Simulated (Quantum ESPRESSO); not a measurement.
The system is Hf.

```xyz
1
Lattice="-1.8050 1.8050 1.8050 1.8050 -1.8050 1.8050 1.8050 1.8050 -1.8050" Properties=species:S:1:pos:R:3 pbc="T T T"
Hf    0.0000    0.0000    0.0000
```

This isn't the form of Hf at room conditions, which is hcp.

```yaml
Program: Quantum ESPRESSO 7.5
Task: relaxation of cell and atoms
Functional: PBE
Dispersion: D3M(BJ)
Potentials_or_basis: PseudoDojo 0.4.1 SR PBE standard
Cutoff: 789 eV
Density_cutoff: 3157 eV
k_mesh: 10 × 10 × 10
Occupations: fermi-dirac, width 0.05 eV
Spin: no spin polarisation
```

At the start: pressure -27.1 GPa; volume 23.52 Å³/atom.

**Question.** How do energy, volume and symmetry change on relaxing?

**Answer.** Over 10 steps the energy falls by 604.0 meV/atom and the volume is 17.65 Å³/atom (-25.0 %); space group Im-3m (No. 229, to 0.05 Å).

The path:
| step | energy change (eV) | largest force (eV/Å) | pressure (GPa) | volume (Å³) |
| --- | --- | --- | --- | --- |
| 1 | 0.0000 | 0.0000 | -27.09 | 23.52 |
| 2 | -0.3876 | 0.0000 | -19.02 | 20.88 |
| 3 | -0.5986 | 0.0000 | 3.97 | 17.20 |
| 4 | -0.5999 | 0.0000 | 3.45 | 17.26 |
| 5 | -0.6019 | 0.0000 | 2.48 | 17.36 |
| 6 | -0.6035 | 0.0000 | 1.20 | 17.50 |
| 7 | -0.6040 | 0.0000 | -0.22 | 17.66 |
| 8 | -0.6040 | 0.0000 | -0.21 | 17.66 |
| 9 | -0.6040 | 0.0000 | -0.20 | 17.66 |
| 10 | -0.6040 | 0.0000 | -0.18 | 17.65 |

Final structure:
```
CELL_PARAMETERS angstrom
2.84106 0.00000 0.00000
-0.94702 2.67858 0.00000
-0.94702 -1.33929 2.31972
ATOMIC_POSITIONS crystal
Hf 0.00000 0.00000 0.00000
```

Caveat: the volume moved by over 15 % at a fixed basis, so the end points are rough; pairwise dispersion overbinds metals, which lowers pressure and volume.
